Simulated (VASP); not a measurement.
# Sn (Fd-3m) in VASP: further runs

Runs on Sn. Level: PBEsol. Tasks: relaxation of cell and atoms.

All numbers are computed with VASP 6.6.1; they aren't measurements. Logs are shortened: lines on timing, memory, paths and dates and some standing lists are left out, and cuts for length are marked.

## (1) Starting point

It takes space group Fd-3m (No. 227, cubic). The conventional cell has a = 6.467 Å, b = 6.467 Å, c = 6.467 Å, α = 90.00°, β = 90.00°, γ = 90.00°. Sn (site symmetry -43m) is surrounded by 4 Sn at 2.80 Å.

This isn't the form of Sn at room conditions, which is tetragonal (white tin).

## (2) Relaxation of cell and atoms, PBEsol

INCAR reads:

```
SYSTEM = Sn
PREC = Accurate
ENCUT = 520
EDIFF = 1E-7
ISMEAR = 0
SIGMA = 0.02
LREAL = .False.
LASPH = .True.
NELM = 80
ALGO = Normal
ISIF = 3
LWAVE = .False.
LCHARG = .False.
GGA = PS
IBRION = 2
NSW = 80
EDIFFG = -0.002
KPAR = 4
```

KPOINTS reads:

```
regular mesh
0
Gamma
  8 8 8
  0 0 0
```

POSCAR reads:

```
Sn
1.0
    0.0000000000      3.2333428000      3.2333428000
    3.2333428000      0.0000000000      3.2333428000
    3.2333428000      3.2333428000      0.0000000000
Sn
2
Direct
    0.0000000000      0.0000000000      0.0000000000
    0.2500000000      0.2500000000      0.2500000000
```

Potentials or basis: VASP PAW PBE potentials, release 64 (Sn_d).

Launch:

```sh
$ cat potpaw_PBE.64/Sn_d/POTCAR > POTCAR
$ mpirun -np 4 vasp_std > vasp.out
```

OUTCAR:

```text
SYSTEM = Sn
   PREC = Accurate
   ENCUT = 520
   EDIFF = 1E-7
   ISMEAR = 0
   LREAL = .False.
   LASPH = .True.
   NELM = 80
   ISIF = 3
   GGA = PS
   IBRION = 2
   NSW = 80
   EDIFFG = -0.002

 ion  position               nearest neighbor table
   1  0.000  0.000  0.000-   2 2.80   2 2.80   2 2.80   2 2.80
   2  0.250  0.250  0.250-   1 2.80   1 2.80   1 2.80   1 2.80

  LATTYP: Found a face centered cubic cell.
 ALAT       =     6.4666856000

  Lattice vectors:

 A1 = (   0.0000000000,   3.2333428000,   3.2333428000)
 A2 = (   3.2333428000,   0.0000000000,   3.2333428000)
 A3 = (   3.2333428000,   3.2333428000,   0.0000000000)

Analysis of symmetry for initial positions (statically):
=====================================================================
 Subroutine PRICEL returns:
 Original cell was already a primitive cell.

 Routine SETGRP: Setting up the symmetry group for a
 face centered cubic supercell.

 Subroutine GETGRP returns: Found 48 space group operations
 (whereof 24 operations were pure point group operations)
 out of a pool of 48 trial point group operations.

The static configuration has the point symmetry T_d .
 The point group associated with its full space group is O_h .

Analysis of symmetry for dynamics (positions and initial velocities):
=====================================================================
 Subroutine PRICEL returns:
 Original cell was already a primitive cell.

 Routine SETGRP: Setting up the symmetry group for a
 face centered cubic supercell.

 Subroutine GETGRP returns: Found 48 space group operations
 (whereof 24 operations were pure point group operations)
 out of a pool of 48 trial point group operations.

The dynamic configuration has the point symmetry T_d .
 The point group associated with its full space group is O_h .

 Subroutine INISYM returns: Found 48 space group operations
 (whereof 24 operations are pure point group operations),
 and found     1 'primitive' translations

----------------------------------------------------------------------------------------

                                     Primitive cell

  volume of cell :      67.6060

  direct lattice vectors                    reciprocal lattice vectors
     0.000000000  3.233342800  3.233342800    -0.154638723  0.154638723  0.154638723
     3.233342800  0.000000000  3.233342800     0.154638723 -0.154638723  0.154638723
     3.233342800  3.233342800  0.000000000     0.154638723  0.154638723 -0.154638723

  length of vectors
     4.572637240  4.572637240  4.572637240     0.267842124  0.267842124  0.267842124

  position of ions in fractional coordinates (direct lattice)
     0.000000000  0.000000000  0.000000000
     0.250000000  0.250000000  0.250000000

  ion indices of the primitive-cell ions
   primitive index   ion index
                 1           1
                 2           2

----------------------------------------------------------------------------------------

 KPOINTS: regular mesh

Automatic generation of k-mesh.
 Grid dimensions read from file:
 generate k-points for:    8    8    8

 Generating k-lattice:

  Cartesian coordinates                     Fractional coordinates (reciprocal lattice)
    -0.019329840  0.019329840  0.019329840     0.125000000  0.000000000  0.000000000
     0.019329840 -0.019329840  0.019329840     0.000000000  0.125000000  0.000000000
     0.019329840  0.019329840 -0.019329840     0.000000000  0.000000000  0.125000000

  Length of vectors
     0.033480266  0.033480266  0.033480266

  Shift w.r.t. Gamma in fractional coordinates (k-lattice)
     0.000000000  0.000000000  0.000000000

 Subroutine IBZKPT returns following result:
 ===========================================

 Found     29 irreducible k-points:

 Following reciprocal coordinates:
            Coordinates               Weight
  0.000000  0.000000  0.000000      1.000000
  0.125000  0.000000  0.000000      8.000000
  0.250000  0.000000  0.000000      8.000000
  0.375000  0.000000  0.000000      8.000000
  0.500000  0.000000  0.000000      4.000000
  0.125000  0.125000  0.000000      6.000000
[... 16 lines left out ...]
  0.500000  0.250000  0.125000     48.000000
 -0.375000  0.250000  0.125000     24.000000
 [... further k-points ...]
   k-points           NKPTS =     29   k-points in BZ     NKDIM =     29   number of bands    NBANDS=     18
   number of dos      NEDOS =    301   number of ions     NIONS =      2
   total plane-waves  NPLWV =  46656
   dimension x,y,z NGX =    36 NGY =   36 NGZ =   36
   dimension x,y,z NGXF=    72 NGYF=   72 NGZF=   72
   ions per type =               2
   NGX,Y,Z   is equivalent  to a cutoff of  13.09, 13.09, 13.09 a.u.
   NGXF,Y,Z  is equivalent  to a cutoff of  26.18, 26.18, 26.18 a.u.
 SYSTEM =  Sn
   PREC   = accura    normal or accurate (medium, high low for compatibility)
   ISTART =      0    job   : 0-new  1-cont  2-samecut
   ICHARG =      2    charge: 1-file 2-atom 10-const
   ISPIN  =      1    spin polarized calculation?
   LNONCOLLINEAR =      F non collinear calculations
   LSORBIT =      F    spin-orbit coupling
   LASPH  =      T    aspherical Exc in radial PAW
   ENCUT  =  520.0 eV  38.22 Ry    6.18 a.u.   8.50  8.50  8.50*2*pi/ulx,y,z
   NELM   =     80;   NELMIN=  2; NELMDL= -5     # of ELM steps
   EDIFF  = 0.1E-06   stopping-criterion for ELM
   LREAL  =      F    real-space projection
   EDIFFG = -.2E-02   stopping-criterion for IOM
   NSW    =     80    number of steps for IOM
   IBRION =      2    ionic relax: 0-MD 1-quasi-New 2-CG
   NFREE  =      1    steps in history (QN), initial steepest desc. (CG)
   ISIF   =      3    stress and relaxation
   ISYM   =      2    0-nonsym 1-usesym 2-fastsym
   POTIM  = 0.5000    time-step for ionic-motion
   TEBEG  =    0.0;   TEEND  =   0.0 temperature during run
   PSTRESS=    0.0 pullay stress
   NELECT =      28.0000    total number of electrons
   NUPDOWN=      -1.0000    fix difference up-down
   EMIN   =  10.00;   EMAX   =-10.00  energy-range for DOS
   EFERMI =   0.00;   METHOD = LEGACY
   ISMEAR =     0;   SIGMA  =   0.02  broadening in eV -4-tet -1-fermi 0-gaus
   EFERMI_NEDOS =   21; number of points for ismear=-14 and -15
   IALGO  =     38    algorithm
   IMIX   =      4    mixing-type and parameters
     AMIX     =   0.40;   BMIX     =  1.00
     AMIX_MAG =   1.60;   BMIX_MAG =  1.00
  volume/ion in A,a.u.               =      33.80       228.11
  Fermi-wavevector in a.u.,A,eV,Ry     =   1.220298  2.306028 20.260793  1.489126
  Thomas-Fermi vector in A             =   2.355520
   LORBIT       =      0    0 simple, 1 ext, 2 COOP (PROOUT), +10 PAW based schemes
   GGA     = PS    functional components
   LHFCALC =     F    Hartree Fock is set to
   AEXX    =    0.0000 exact exchange contribution
   IVDW    =     0    specifies the selected vdW correction
   LEPSILON=     F    determine dielectric tensor
   LRPA    =     F    only Hartree local field effects (RPA)
 conjugate gradient relaxation of ions
 non-spin polarized calculation
 Gauss-broadening in eV      SIGMA  =   0.02
  energy-cutoff  :      520.00
  volume of cell :       67.61
 maximum number of plane-waves:      1841
 NGX is ok and might be reduce to    36
   NGX = 17   NGY = 17   NGZ = 17

--------------------------------------- Ionic step        1  -------------------------------------------

 number of electron      28.0000008 magnetization

 Free energy of the ion-electron system (eV)
  ---------------------------------------------------
  ext. energy  EPLUGINS =         0.00000000
  ---------------------------------------------------
  free energy    TOTEN  =        -8.44607493 eV

  energy without entropy =       -8.44598678  energy(sigma->0) =       -8.44603086

------------------------ aborting loop because EDIFF is reached ----------------------------------------

  FORCE on cell =-STRESS in cart. coord.  units (eV):
  Direction    XX          YY          ZZ          XY          YZ          ZX
  --------------------------------------------------------------------------------------
  -------------------------------------------------------------------------------------
  Total        0.6082713      0.6082713      0.6082713      0.0000000      0.0000000      0.0000000
  in kB       14.4152658     14.4152658     14.4152658      0.0000000      0.0000000      0.0000000
  external PRESSURE =      14.4152658 kB  Pullay stress =       0.0000000 kB

 VOLUME and BASIS-vectors are now :
 -----------------------------------------------------------------------------
  energy-cutoff  :      520.00
  volume of cell :       67.61
      direct lattice vectors                 reciprocal lattice vectors
     0.000000000  3.233342800  3.233342800    -0.154638723  0.154638723  0.154638723
     3.233342800  0.000000000  3.233342800     0.154638723 -0.154638723  0.154638723
     3.233342800  3.233342800  0.000000000     0.154638723  0.154638723 -0.154638723
[... 37 lines left out ...]
 POSITION                                       TOTAL-FORCE (eV/Angst)
 -----------------------------------------------------------------------------------
      3.28078      3.28078      0.00000        -0.000000     -0.000000     -0.000000
      1.64039      1.64039      1.64039         0.000000      0.000000      0.000000
 -----------------------------------------------------------------------------------
    total drift:                                0.000000      0.000000      0.000000

  FREE ENERGIE OF THE ION-ELECTRON SYSTEM (eV)
  ---------------------------------------------------
  free  energy   TOTEN  =        -8.4542323296 eV

  energy  without entropy=       -8.4541441164  energy(sigma->0) =       -8.45418822

--------------------------------------- Ionic step        3  -------------------------------------------

 number of electron      27.9999987 magnetization

 Free energy of the ion-electron system (eV)
  ---------------------------------------------------
  ext. energy  EPLUGINS =         0.00000000
  ---------------------------------------------------
  free energy    TOTEN  =        -8.45555134 eV

  energy without entropy =       -8.45546318  energy(sigma->0) =       -8.45550726

 E-fermi :   5.1686     XC(G=0):  -8.9721

 val. band max:        5.1686415283   @ k =   0.5000   0.0000   0.0000
 cond. band min:       5.2670047380   @ k =   0.3750   0.0000   0.0000
 fundamental gap:      0.0983632097
 Fermi energy:         5.1686415284

 k-point     1 :       0.0000    0.0000    0.0000
  band No.  band energies     occupation
      1     -16.2868      2.00000
      2     -16.2868      2.00000
      3     -16.2868      2.00000
      4     -16.2294      2.00000
      5     -16.2294      2.00000
      6     -15.9346      2.00000
[... 10 lines left out ...]
     17       7.4177      0.00000
     18       7.4177      0.00000
[... 463 lines left out ...]
 k-point    24 :      -0.3750    0.2500    0.1250
  band No.  band energies     occupation
      1     -16.3496      2.00000
      2     -16.3338      2.00000
      3     -16.2168      2.00000
      4     -16.1448      2.00000
      5     -16.1280      2.00000
      6     -16.0521      2.00000
[... 10 lines left out ...]
     17       9.9369      0.00000
     18      10.7383      0.00000

 [... further k-points ...]

------------------------ aborting loop because EDIFF is reached ----------------------------------------

  FORCE on cell =-STRESS in cart. coord.  units (eV):
  Direction    XX          YY          ZZ          XY          YZ          ZX
  --------------------------------------------------------------------------------------
  -------------------------------------------------------------------------------------
  Total       -0.0022574     -0.0022574     -0.0022574      0.0000000      0.0000000     -0.0000000
  in kB       -0.0518324     -0.0518324     -0.0518324      0.0000000      0.0000000     -0.0000000
  external PRESSURE =      -0.0518324 kB  Pullay stress =       0.0000000 kB

 VOLUME and BASIS-vectors are now :
 -----------------------------------------------------------------------------
  energy-cutoff  :      520.00
  volume of cell :       69.78
      direct lattice vectors                 reciprocal lattice vectors
     0.000000000  3.267608974  3.267608974    -0.153017085  0.153017085  0.153017085
     3.267608974  0.000000000  3.267608974     0.153017085 -0.153017085  0.153017085
     3.267608974  3.267608974  0.000000000     0.153017085  0.153017085 -0.153017085

 POSITION                                       TOTAL-FORCE (eV/Angst)
 -----------------------------------------------------------------------------------
      0.00000      0.00000      0.00000        -0.000000     -0.000000     -0.000000
      1.63380      1.63380      1.63380         0.000000      0.000000      0.000000
 -----------------------------------------------------------------------------------
    total drift:                                0.000000      0.000000      0.000000

  FREE ENERGIE OF THE ION-ELECTRON SYSTEM (eV)
  ---------------------------------------------------
  free  energy   TOTEN  =        -8.4555513364 eV

  energy  without entropy=       -8.4554631818  energy(sigma->0) =       -8.45550726

 reached required accuracy - stopping structural energy minimisation
```

Wall time 15 s (4 MPI ranks of AMD EPYC 9R45 (Zen 5), shared host); peak memory 0.2 GiB.

Results:

* Free energy: -8.4556 eV
* Relaxed volume: 34.89 Å³/atom
* Relaxed cell: a = 4.621 Å, b = 4.621 Å, c = 4.621 Å, α = 60.00°, β = 60.00°, γ = 60.00°
* Space group after relaxing (to 0.05 Å): Fd-3m (No. 227)
* Energy gained by relaxing: 4.7 meV/atom
* Ionic steps: 3
* Pressure after relaxing: 0.0 GPa
* Band gap on the k mesh: none (metal or under the smearing width)

Step by step:
| step | energy change (eV) | largest force (eV/Å) | pressure (GPa) | volume (Å³) |
| --- | --- | --- | --- | --- |
| 1 | 0.0000 | 0.0000 | 1.44 | 67.61 |
| 2 | -0.0082 | 0.0000 | -0.49 | 70.63 |
| 3 | -0.0095 | 0.0000 | -0.01 | 69.78 |

Final structure:
```cif
data_structure
_symmetry_space_group_name_H-M 'P 1'
_symmetry_Int_Tables_number 1
_cell_length_a 4.6211
_cell_length_b 4.6211
_cell_length_c 4.6211
_cell_angle_alpha 60.000
_cell_angle_beta 60.000
_cell_angle_gamma 60.000
_cell_volume 69.78
loop_
_atom_site_label
_atom_site_type_symbol
_atom_site_fract_x
_atom_site_fract_y
_atom_site_fract_z
_atom_site_occupancy
Sn1 Sn 0.00000 0.00000 0.00000 1
Sn2 Sn 0.25000 0.25000 0.25000 1
```

Levels at points of the mesh, in eV from the Fermi level:
| k point | band 11 | band 12 | band 13 | band 14 | band 15 | band 16 | band 17 | band 18 |
| --- | --- | --- | --- | --- | --- | --- | --- | --- |
| (0.00, 0.00, 0.00) | -10.39 | -0.73 | 0.19 | 0.19 | 0.19 | 2.25 | 2.25 | 2.25 |
| (0.50, 0.00, 0.00) | -8.80 | -6.14 | -0.99 | -0.99 | 0.00 | 3.31 | 3.31 | 5.64 |
| (0.50, 0.50, 0.00) | -7.36 | -7.36 | -2.30 | -2.30 | 0.88 | 0.88 | 7.68 | 7.68 |

Caveat: the PAW data sets were made with another functional, which shifts forces and pressure a little.

## (3) Relaxation of cell and atoms, PBEsol

This run uses another cell than the first one, of 34.89 Å³/atom, 1.032 times its volume.

INCAR is that of step 2.

KPOINTS is that of step 2.

POSCAR reads:

```
Sn                                      
1.0
    0.0000000000      3.2676089742      3.2676089742
    3.2676089742      0.0000000000      3.2676089742
    3.2676089742      3.2676089742      0.0000000000
  Sn            
     2
Direct
     0.0000000000000000    0.0000000000000000    0.0000000000000000
     0.2500000000000000    0.2500000000000000    0.2500000000000000
```

Potentials or basis: VASP PAW PBE potentials, release 64 (Sn_d).

Launch:

```sh
$ cat potpaw_PBE.64/Sn_d/POTCAR > POTCAR
$ mpirun -np 4 vasp_std > vasp.out
```

OUTCAR:

```text
SYSTEM = Sn
   PREC = Accurate
   ENCUT = 520
   EDIFF = 1E-7
   ISMEAR = 0
   LREAL = .False.
   LASPH = .True.
   NELM = 80
   ISIF = 3
   GGA = PS
   IBRION = 2
   NSW = 80
   EDIFFG = -0.002

 ion  position               nearest neighbor table
   1  0.000  0.000  0.000-   2 2.83   2 2.83   2 2.83   2 2.83
   2  0.250  0.250  0.250-   1 2.83   1 2.83   1 2.83   1 2.83

  LATTYP: Found a face centered cubic cell.
[... 701 lines left out ...]

  FORCE on cell =-STRESS in cart. coord.  units (eV):
  Direction    XX          YY          ZZ          XY          YZ          ZX
  --------------------------------------------------------------------------------------
  -------------------------------------------------------------------------------------
  Total       -0.0018722     -0.0018722     -0.0018722      0.0000000      0.0000000      0.0000000
  in kB       -0.0429870     -0.0429870     -0.0429870      0.0000000      0.0000000      0.0000000
  external PRESSURE =      -0.0429870 kB  Pullay stress =       0.0000000 kB

 VOLUME and BASIS-vectors are now :
 -----------------------------------------------------------------------------
  energy-cutoff  :      520.00
  volume of cell :       69.78
      direct lattice vectors                 reciprocal lattice vectors
     0.000000000  3.267608974  3.267608974    -0.153017085  0.153017085  0.153017085
     3.267608974  0.000000000  3.267608974     0.153017085 -0.153017085  0.153017085
     3.267608974  3.267608974  0.000000000     0.153017085  0.153017085 -0.153017085

 POSITION                                       TOTAL-FORCE (eV/Angst)
 -----------------------------------------------------------------------------------
      0.00000      0.00000      0.00000         0.000000      0.000000      0.000000
      1.63380      1.63380      1.63380        -0.000000     -0.000000     -0.000000
 -----------------------------------------------------------------------------------
    total drift:                                0.000000      0.000000      0.000000

  FREE ENERGIE OF THE ION-ELECTRON SYSTEM (eV)
  ---------------------------------------------------
  free  energy   TOTEN  =        -8.4563094323 eV

  energy  without entropy=       -8.4562212777  energy(sigma->0) =       -8.45626536

 reached required accuracy - stopping structural energy minimisation
```

Wall time 6.6 s (4 MPI ranks of AMD EPYC 9R45 (Zen 5), shared host); peak memory 0.19 GiB.

What came out:

```yaml
Free_energy: -8.4563 eV
Pressure_after_relaxing: 0.0 GPa
Band_gap_on_the_k_mesh: none (metal or under the smearing width)
```

Final structure:
```xyz
2
Lattice="0.0000 3.2676 3.2676 3.2676 0.0000 3.2676 3.2676 3.2676 0.0000" Properties=species:S:1:pos:R:3 pbc="T T T"
Sn    0.0000    0.0000    0.0000
Sn    1.6338    1.6338    1.6338
```

Levels at points of the mesh, in eV from the Fermi level:
```csv
k point,band 11,band 12,band 13,band 14,band 15,band 16,band 17,band 18
"(0.00, 0.00, 0.00)",-10.39,-0.73,0.19,0.19,0.19,2.25,2.25,2.25
"(0.50, 0.00, 0.00)",-8.80,-6.14,-0.98,-0.98,0.00,3.31,3.31,5.64
"(0.50, 0.50, 0.00)",-7.36,-7.36,-2.30,-2.30,0.88,0.88,7.68,7.68
```

Caveat: the relaxation stopped at its first step, so nothing moved; the PAW data sets were made with another functional, which shifts forces and pressure a little.
